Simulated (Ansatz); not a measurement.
Set up this calculation in Ansatz 0.2.0, as the native input.

- Task: relaxation of cell and atoms
- Functional: HSE03
- Potentials or basis: Ansatz PAW
- Cutoff: 420 eV (not typed: the program's choice for these potentials)
- k mesh: 7 × 7 × 7
- Occupations: fermi-dirac, width 0.05 eV
- Spin: no spin polarisation

Crystal: B.

```
CELL_PARAMETERS angstrom
1.88524 0.00000 0.00000
0.00000 1.88524 0.00000
0.00000 0.00000 1.88524
ATOMIC_POSITIONS crystal
B 0.50000 0.50000 0.50000
```

The cell was built by a generator and needn't be a form met in nature.

These files were run (other wordings do the same):

input

```
crystal:
  lattice:
    - [1.88524, 0.0, 0.0]
    - [0.0, 1.88524, 0.0]
    - [0.0, 0.0, 1.88524]
  atoms:
    - { symbol: B, position: [0.5, 0.5, 0.5] }
hamiltonian:
  xc: { exchange: pbe, correlation: pbe, exx: { coeff: 0.25, omega: 0.3 } }
  pseudopotentials: { kind: paw }
kpoints:
  mp_grid: { grid: [7, 7, 7] }
scf:
  occupations: { method: fermi_dirac, width: 0.05 }
output:
  forces: true
  stress: true
  eigenvalues: true
  write_density: true
  write_potential: true
  elf: true
  volumetric_format: npy
relax:
  f_tol: 0.01
  max_steps: 40
  cell: { stress_tol: 0.05 }
```

Results of the run:

```
Relaxed volume                         : 6.59 Å³/atom
Relaxed cell                           : a = 1.874 Å, b = 1.874 Å, c = 1.874 Å, α = 90.00°, β = 90.00°, γ = 90.00°
Space group after relaxing (to 0.05 Å) : Pm-3m (No. 221)
Energy gained by relaxing              : 1.4 meV/atom
Ionic steps                            : 4
Pressure after relaxing                : 0.0 GPa
Band gap on the k mesh                 : none (metal or under the smearing width)
```

Caveat: the k mesh is coarse (spacing up to 0.48 Å⁻¹), so the values aren't converged, least of all with exact exchange; the plane-wave basis is chosen anew once the cell has moved, so the energies of steps on either side of that aren't comparable; the PAW data sets come from PBE, with cores solved anew for the run's functional, which leaves a small shift of forces and pressure.

Run time: 13 s on 1 × NVIDIA H100 80GB HBM3 with 2 threads of AMD EPYC 7R13 Processor (Zen 3), with other jobs on the host, peak memory 1.4 GiB.
